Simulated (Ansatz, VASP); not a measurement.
**ZnS in VASP and in Ansatz**

```
Zn S
1.0
     3.81100    0.00000    0.00000
    -1.90550    3.30042    0.00000
     0.00000    0.00000    6.23400
Zn S
2 2
Direct
  0.39237 0.66667 0.00000
  0.66667 0.33333 0.50000
  0.33333 0.66667 0.38500
  0.66667 0.33333 0.88500
```

Change from the starting cell: one atom moved.

Alike in both runs: task single point; functional PBE; k mesh 9 × 9 × 6; occupations gaussian, width 0.02 eV; no spin polarisation.

|  | VASP | Ansatz |
| --- | --- | --- |
| version | VASP 6.6.1 | Ansatz 0.2.0 |
| potentials or method | VASP PAW PBE potentials, release 64 (Zn, S) | scalar-relativistic, plane waves, PAW |
| plane-wave cutoff (eV) | 520 | 420 |
| valence electrons in the cell | 36 | 36 |

```tsv
	VASP	Ansatz	Ansatz less VASP
gap on the k mesh at the Fermi level (eV)	2.19	2.18	-0.007
least direct gap on the mesh (eV)	2.19	2.18	-0.007
pressure (GPa)	3.9	3.4	-0.52
largest component of the traceless stress (GPa)	2.96	2.93	-0.026
rms of the force components (eV/Å)	0.768	0.764	-0.0042
```

Atom by atom the forces differ by 0.004 eV/Å (rms over components). With one functional, cell and mesh, what is left measures potentials, basis and numerics.

Caveats: an odd mesh through Γ misses points on the zone boundary, where band edges often lie; forces of over 1 eV/Å show positions far from the minimum, so gaps and moduli don't describe the material at rest.
